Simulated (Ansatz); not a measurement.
Crystal: TiB2.

```xyz
3
Lattice="3.0292 0.0000 0.0000 -1.5146 2.6234 0.0000 0.0000 0.0000 3.2284" Properties=species:S:1:pos:R:3 pbc="T T T"
Ti    0.0000    0.0000    0.0000
B     1.5146    0.8745    1.6142
B     0.0000    1.7489    1.6142
```

Base run:

- Program: Ansatz 0.2.0
- Functional: PBEsol
- Potentials or basis: all-electron LAPW, non-relativistic
- Cutoff: 282 eV (chosen from the basis error)
- Basis error allowed: 0.002 eV/atom
- k mesh: 10 × 10 × 8
- Occupations: fermi-dirac, width 0.05 eV
- Spin: no spin polarisation

Its results: pressure -4.5 GPa.

Question: The run is repeated on the same cell with these changes: potentials or basis from all-electron LAPW, non-relativistic to all-electron LAPW, inner shells corrected to Dirac's equation. What comes out?

Answer: Pressure -5.1 GPa.
